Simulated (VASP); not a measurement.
# In (P6_3/mmc) in VASP: further runs

Runs on In. Level: PBE. Tasks: single point.

Program: VASP 6.6.1. These are calculated values, not measurements. Logs are shortened: lines on timing, memory, paths and dates and some standing lists are left out, and cuts for length are marked.

## (1) The structure

Symmetry: P6_3/mmc, No. 194, hexagonal system. The conventional cell has a = 3.335 Å, b = 3.335 Å, c = 5.509 Å, α = 90.00°, β = 90.00°, γ = 120.00°. In (site symmetry -6m2) is surrounded by 12 In at 3.34 to 3.36 Å.

This isn't the form of In at room conditions, which is tetragonal.

## (2) Single point, PBE

INCAR reads:

```
  PREC = Accurate
  ENCUT = 250
  EDIFF = 1E-6
  ISMEAR = 1
  SIGMA = 0.2
  LREAL = False
  LASPH = True
  NELM = 100
  ALGO = Normal
  ISIF = 2
  LWAVE = False
  LCHARG = False
  GGA = PE
  NBANDS = 20
  ADDGRID = False
```

KPOINTS reads:

```
regular mesh
0
Gamma
  10 10 5
```

POSCAR reads:

```
In
1.0
    3.3354847820      0.0000000000      0.0000000000
   -1.6677423910      2.8886145552      0.0000000000
    0.0000000000      0.0000000000      5.5091429200
In
2
Direct
    0.6666666667      0.3333333333      0.7500000000
    0.3333333333      0.6666666667      0.2500000000
```

Potentials or basis: VASP PAW PBE potentials, release 64 (In_d).

Launch:

```console
$ cat potpaw_PBE.64/In_d/POTCAR > POTCAR
$ mpirun -np 1 vasp_std > vasp.out
```

OUTCAR:

```text
PREC = Accurate
   ENCUT = 250
   EDIFF = 1E-6
   ISMEAR = 1
   LREAL = False
   LASPH = True
   NELM = 100
   ISIF = 2
   GGA = PE

 Found     42 irreducible k-points:

 Following reciprocal coordinates:
            Coordinates               Weight
  0.000000  0.000000  0.000000      1.000000
  0.100000  0.000000  0.000000      6.000000
  0.200000  0.000000  0.000000      6.000000
  0.300000  0.000000  0.000000      6.000000
  0.400000  0.000000  0.000000      6.000000
  0.500000  0.000000  0.000000      3.000000
   k-points           NKPTS =     42   k-points in BZ     NKDIM =     42   number of bands    NBANDS=     20
   number of dos      NEDOS =    301   number of ions     NIONS =      2
   total plane-waves  NPLWV =   9072
   dimension x,y,z NGX =    18 NGY =   18 NGZ =   28
   dimension x,y,z NGXF=    36 NGYF=   36 NGZF=   56
   ions per type =               2
   NGX,Y,Z   is equivalent  to a cutoff of   8.97,  8.97,  8.45 a.u.
   NGXF,Y,Z  is equivalent  to a cutoff of  17.94, 17.94, 16.90 a.u.
 SYSTEM =  unknown system
   PREC   = accura    normal or accurate (medium, high low for compatibility)
   ISTART =      0    job   : 0-new  1-cont  2-samecut
   ICHARG =      2    charge: 1-file 2-atom 10-const
   ISPIN  =      1    spin polarized calculation?
   LNONCOLLINEAR =      F non collinear calculations
   LSORBIT =      F    spin-orbit coupling
   LASPH  =      T    aspherical Exc in radial PAW
   ENCUT  =  250.0 eV  18.37 Ry    4.29 a.u.   4.30  4.30  7.10*2*pi/ulx,y,z
   NELM   =    100;   NELMIN=  2; NELMDL= -5     # of ELM steps
   EDIFF  = 0.1E-05   stopping-criterion for ELM
[... 18 lines left out ...]
     AMIX     =   0.40;   BMIX     =  1.00
     AMIX_MAG =   1.60;   BMIX_MAG =  1.00
  volume/ion in A,a.u.               =      26.54       179.10
  Fermi-wavevector in a.u.,A,eV,Ry     =   1.290491  2.438675 22.658704  1.665368
  Thomas-Fermi vector in A             =   2.422320
   LORBIT       =      0    0 simple, 1 ext, 2 COOP (PROOUT), +10 PAW based schemes
   GGA     = PE    functional components
[... 5 lines left out ...]
 non-spin polarized calculation
 Methfessel and Paxton  Order N= 1 SIGMA  =   0.20
  energy-cutoff  :      250.00
  volume of cell :       53.08
 maximum number of plane-waves:       494
 NGX is ok and might be reduce to    18
   NGX =  9   NGY =  9   NGZ = 15

 number of electron      26.0000040 magnetization

 Free energy of the ion-electron system (eV)
  ---------------------------------------------------
  ext. energy  EPLUGINS =         0.00000000
  ---------------------------------------------------
  free energy    TOTEN  =        -5.09672680 eV

  energy without entropy =       -5.09359702  energy(sigma->0) =       -5.09568354

 E-fermi :   7.3616     XC(G=0): -10.1875

 val. band max:        7.3478177807   @ k =   0.3000   0.1000   0.4000
 cond. band min:       7.4325407075   @ k =   0.3000   0.0000   0.2000
 fundamental gap:      0.0847229268
 Fermi energy:         7.3616179463

 k-point     1 :       0.0000    0.0000    0.0000
  band No.  band energies     occupation
      1      -7.2944      2.00000
      2      -7.2400      2.00000
      3      -7.2086      2.00000
      4      -7.2086      2.00000
      5      -7.1820      2.00000
      6      -7.1820      2.00000
[... 12 lines left out ...]
     19      18.2641      0.00000
     20      18.7390      0.00000

 k-point     2 :       0.1000    0.0000    0.0000
  band No.  band energies     occupation
      1      -7.2856      2.00000
      2      -7.2439      2.00000
      3      -7.1947      2.00000
      4      -7.1808      2.00000
      5      -7.1774      2.00000
      6      -7.1558      2.00000
[... 12 lines left out ...]
     19      18.3066      0.00000
     20      19.5057      0.00000

 k-point     3 :       0.2000    0.0000    0.0000
  band No.  band energies     occupation
      1      -7.3155      2.00000
      2      -7.2181      2.00000
      3      -7.1916      2.00000
      4      -7.1732      2.00000
      5      -7.1503      2.00000
      6      -7.1173      2.00000
[... 12 lines left out ...]
     19      17.6150      0.00000
     20      18.8605      0.00000

 k-point     4 :       0.3000    0.0000    0.0000
  band No.  band energies     occupation
      1      -7.3664      2.00000
      2      -7.2362      2.00000
      3      -7.2357      2.00000
      4      -7.1799      2.00000
      5      -7.1398      2.00000
      6      -7.0579      2.00000
[... 12 lines left out ...]
     19      16.6262      0.00000
     20      18.2864      0.00000

 k-point     5 :       0.4000    0.0000    0.0000
  band No.  band energies     occupation
      1      -7.4071      2.00000
      2      -7.2916      2.00000
      3      -7.2590      2.00000
      4      -7.2023      2.00000
      5      -7.0944      2.00000
      6      -7.0917      2.00000
[... 12 lines left out ...]
     19      15.9215      0.00000
     20      17.7374      0.00000

 k-point     6 :       0.5000    0.0000    0.0000
  band No.  band energies     occupation
      1      -7.4225      2.00000
      2      -7.3132      2.00000
      3      -7.2686      2.00000
      4      -7.2106      2.00000
      5      -7.1035      2.00000
      6      -7.0775      2.00000
[... 12 lines left out ...]
     19      15.6734      0.00000
     20      17.5459      0.00000

 [... further k-points ...]

------------------------ aborting loop because EDIFF is reached ----------------------------------------

  FORCE on cell =-STRESS in cart. coord.  units (eV):
  Direction    XX          YY          ZZ          XY          YZ          ZX
  --------------------------------------------------------------------------------------
  -------------------------------------------------------------------------------------
  Total        0.1768064      0.1768064      0.9099736      0.0000000     -0.0000000      0.0000000
  in kB        5.3367397      5.3367397     27.4667196      0.0000000     -0.0000000      0.0000000
  external PRESSURE =      12.7133997 kB  Pullay stress =       0.0000000 kB

 VOLUME and BASIS-vectors are now :
 -----------------------------------------------------------------------------
  energy-cutoff  :      250.00
  volume of cell :       53.08
      direct lattice vectors                 reciprocal lattice vectors
     3.335484782  0.000000000  0.000000000     0.299806495  0.173093360  0.000000000
    -1.667742391  2.888614555  0.000000000     0.000000000  0.346186721  0.000000000
     0.000000000  0.000000000  5.509142920     0.000000000  0.000000000  0.181516438

 POSITION                                       TOTAL-FORCE (eV/Angst)
 -----------------------------------------------------------------------------------
      1.66774      0.96287      4.13186        -0.000000      0.000000      0.000000
     -0.00000      1.92574      1.37729         0.000000     -0.000000      0.000000
 -----------------------------------------------------------------------------------
    total drift:                                0.000000     -0.000000      0.000000

  FREE ENERGIE OF THE ION-ELECTRON SYSTEM (eV)
  ---------------------------------------------------
  free  energy   TOTEN  =        -5.0967268030 eV

  energy  without entropy=       -5.0935970217  energy(sigma->0) =       -5.09568354
```

Wall time 6 s (1 thread of Intel Xeon 6975P-C (Granite Rapids), shared host); peak memory 0.13 GiB.

The run converged, but some of its settings lie outside the range that counts as converged, so its numbers aren't taken as properties of the crystal.

What came out:

```
Free energy            : -5.0967 eV
Band gap on the k mesh : none (metal or under the smearing width)
```

Caveat: the cutoff is under 1.25 times the usual one of these potentials, so pressure, stress and relaxed cells hold a basis-set (Pulay) error.

## (3) Single point, PBE

Changes to INCAR since step 2:

```diff
@@ -1,3 +1,3 @@
   PREC = Accurate
-  ENCUT = 250
+  ENCUT = 400
   EDIFF = 1E-6
```

KPOINTS reads:

```
regular mesh
0
Gamma
  8 8 4
```

POSCAR is that of step 2.

Potentials or basis: VASP PAW PBE potentials, release 64 (In_d).

Launch:

```console
$ cat potpaw_PBE.64/In_d/POTCAR > POTCAR
$ mpirun -np 1 vasp_std > vasp.out
```

Wall time 8.7 s (1 thread of Intel Xeon 6975P-C (Granite Rapids), shared host); peak memory 0.16 GiB.

These settings aren't checked as converged: the numbers below hold their error.

What came out:

* Free energy: -5.0098 eV
* Pressure: 1.5 GPa
* Band gap on the k mesh: none (metal or under the smearing width)

## (4) Single point, PBE

Changes to INCAR since step 3:

```diff
@@ -4,3 +4,3 @@
   ISMEAR = 1
-  SIGMA = 0.2
+  SIGMA = 0.4
   LREAL = False
```

KPOINTS is that of step 3.

POSCAR is that of step 3.

Launch:

```console
$ cat potpaw_PBE.64/In_d/POTCAR > POTCAR
$ mpirun -np 1 vasp_std > vasp.out
```

Wall time 13 s (1 thread of Intel Xeon 6975P-C (Granite Rapids), shared host); peak memory 0.16 GiB.

These settings aren't checked as converged: the numbers below hold their error.

Results:

| Property | Result |
| --- | --- |
| Free energy | -5.0140 eV |
| Pressure | 1.6 GPa |
| Band gap on the k mesh | none (metal or under the smearing width) |

## (5) Single point, PBE

Changes to INCAR since step 4:

```diff
@@ -4,3 +4,3 @@
   ISMEAR = 1
-  SIGMA = 0.4
+  SIGMA = 0.1
   LREAL = False
```

KPOINTS is that of step 4.

POSCAR is that of step 4.

Potentials or basis: VASP PAW PBE potentials, release 64 (In_d).

Launch:

```console
$ cat potpaw_PBE.64/In_d/POTCAR > POTCAR
$ mpirun -np 1 vasp_std > vasp.out
```

OUTCAR:

```text
PREC = Accurate
   ENCUT = 400
   EDIFF = 1E-6
   ISMEAR = 1
   LREAL = False
   LASPH = True
   NELM = 100
   ISIF = 2
   GGA = PE

 Found     30 irreducible k-points:

 Following reciprocal coordinates:
            Coordinates               Weight
  0.000000  0.000000  0.000000      1.000000
  0.125000  0.000000  0.000000      6.000000
  0.250000  0.000000  0.000000      6.000000
  0.375000  0.000000  0.000000      6.000000
  0.500000  0.000000  0.000000      3.000000
[... 217 lines left out ...]

  FORCE on cell =-STRESS in cart. coord.  units (eV):
  Direction    XX          YY          ZZ          XY          YZ          ZX
  --------------------------------------------------------------------------------------
  -------------------------------------------------------------------------------------
  Total        0.3410757      0.3410757      0.8482670      0.0000000      0.0000000      0.0000000
  in kB       10.2950577     10.2950577     25.6041606      0.0000000      0.0000000      0.0000000
  external PRESSURE =      15.3980920 kB  Pullay stress =       0.0000000 kB

 VOLUME and BASIS-vectors are now :
 -----------------------------------------------------------------------------
  energy-cutoff  :      400.00
  volume of cell :       53.08
      direct lattice vectors                 reciprocal lattice vectors
     3.335484782  0.000000000  0.000000000     0.299806495  0.173093360  0.000000000
    -1.667742391  2.888614555  0.000000000     0.000000000  0.346186721  0.000000000
     0.000000000  0.000000000  5.509142920     0.000000000  0.000000000  0.181516438

 POSITION                                       TOTAL-FORCE (eV/Angst)
 -----------------------------------------------------------------------------------
      1.66774      0.96287      4.13186        -0.000000     -0.000000      0.000000
     -0.00000      1.92574      1.37729         0.000000      0.000000      0.000000
 -----------------------------------------------------------------------------------
    total drift:                                0.000000     -0.000000      0.000000

  FREE ENERGIE OF THE ION-ELECTRON SYSTEM (eV)
  ---------------------------------------------------
  free  energy   TOTEN  =        -5.0068541005 eV

  energy  without entropy=       -5.0022324749  energy(sigma->0) =       -5.00531356
```

OSZICAR:

```text
N       E                     dE             d eps       ncg     rms          rms(c)
DAV:   1     0.195618956465E+03    0.19562E+03   -0.11513E+04  1212   0.151E+03
DAV:   2     0.929969677365E+01   -0.18632E+03   -0.18313E+03  1204   0.343E+02
DAV:   3    -0.464590529923E+01   -0.13946E+02   -0.13864E+02  1392   0.111E+02
DAV:   4    -0.503655532001E+01   -0.39065E+00   -0.39045E+00  1456   0.204E+01
DAV:   5    -0.506039996859E+01   -0.23845E-01   -0.23844E-01  1744   0.404E+00    0.334E+00
DAV:   6    -0.501624017773E+01    0.44160E-01   -0.85396E-02  1608   0.466E+00    0.147E+00
DAV:   7    -0.500749858251E+01    0.87416E-02   -0.21535E-02  1640   0.215E+00    0.385E-01
DAV:   8    -0.500682923878E+01    0.66934E-03   -0.12888E-03  1320   0.396E-01    0.529E-02
DAV:   9    -0.500684751932E+01   -0.18281E-04   -0.11189E-04  1888   0.132E-01    0.201E-02
DAV:  10    -0.500685374766E+01   -0.62283E-05   -0.93596E-06  1616   0.391E-02    0.317E-03
DAV:  11    -0.500685410049E+01   -0.35282E-06   -0.60743E-07   756   0.114E-02
   1 F= -.50068541E+01 E0= -.50053136E+01  d E =-.462163E-02
```

stdout:

```text
POSCAR found type information on POSCAR In
 POSCAR found :  1 types and       2 ions
 scaLAPACK will be used
 LDA part: xc-table for (Slater+PW92), standard interpolation
 POSCAR, INCAR and KPOINTS ok, starting setup
 FFT: planning ... GRIDC
 FFT: planning ... GRID_SOFT
 FFT: planning ... GRID
 WAVECAR not read
 entering main loop
```

Run time: 13 s. Hardware: 1 thread of Intel Xeon 6975P-C (Granite Rapids), shared host; peak memory 0.16 GiB.

The run converged, but some of its settings lie outside the range that counts as converged, so its numbers aren't taken as properties of the crystal.

What came out:

```yaml
Free_energy: -5.0069 eV
Pressure: 1.5 GPa
Band_gap_on_the_k_mesh: none (metal or under the smearing width)
```

[end of part 1 of 2]
